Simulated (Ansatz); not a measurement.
TiSi2:

```xyz
3
Lattice="-1.4729 1.7121 4.2121 1.4729 -1.7121 4.2121 1.4729 1.7121 -4.2121" Properties=species:S:1:pos:R:3 pbc="T T T"
Ti    0.0000    0.0000    0.0000
Si    0.0000    0.0000    5.6448
Si    0.0000    0.0000    2.7793
```

The cell comes from a database or a generator and needn't be the stable form of this composition.

| Item | Value |
| --- | --- |
| Program | Ansatz 0.2.0 |
| Task | relaxation of cell and atoms |
| Functional | PBEsol |
| Potentials or basis | Ansatz PAW |
| Cutoff | 420 eV (not typed: the program's choice for these potentials) |
| k mesh | 12 × 12 × 12 |
| Occupations | fermi-dirac, width 0.05 eV |
| Spin | no spin polarisation |
| Hubbard terms | Ti d U = 5 eV |

At the start: volume 14.16 Å³/atom.

Problem. How do energy, volume and symmetry change on relaxing?

Solution. It ends after 5 steps and the volume is 14.23 Å³/atom (+0.5 %); space group Immm (No. 71, to 0.05 Å).

Step by step:
```tsv
step	energy change (eV)	largest force (eV/Å)	volume (Å³)
1	0.0000	0.1926	42.49
2	-0.0039	0.0889	42.73
3	-0.0059	0.0182	42.48
4	-0.0064	0.0074	42.69
5	-0.0065	0.0074	42.69
```

Final structure:
```
Ti Si
1.0
    -1.48109    1.69877    4.24201
     1.48109   -1.69877    4.24201
     1.48109    1.69877   -4.24201
Ti Si
1 2
Cartesian
  0.0000 0.0000 0.0000
  0.0000 0.0000 5.7195
  0.0000 0.0000 2.7645
```

Caveat: the plane-wave basis is chosen anew once the cell has moved, so the energies of steps on either side of that aren't comparable; U without spin polarisation on a metal has little footing; the PAW data sets come from PBE, with cores solved anew for the run's functional, which leaves a small shift of forces and pressure; the U is typed as a test and isn't derived for this compound.
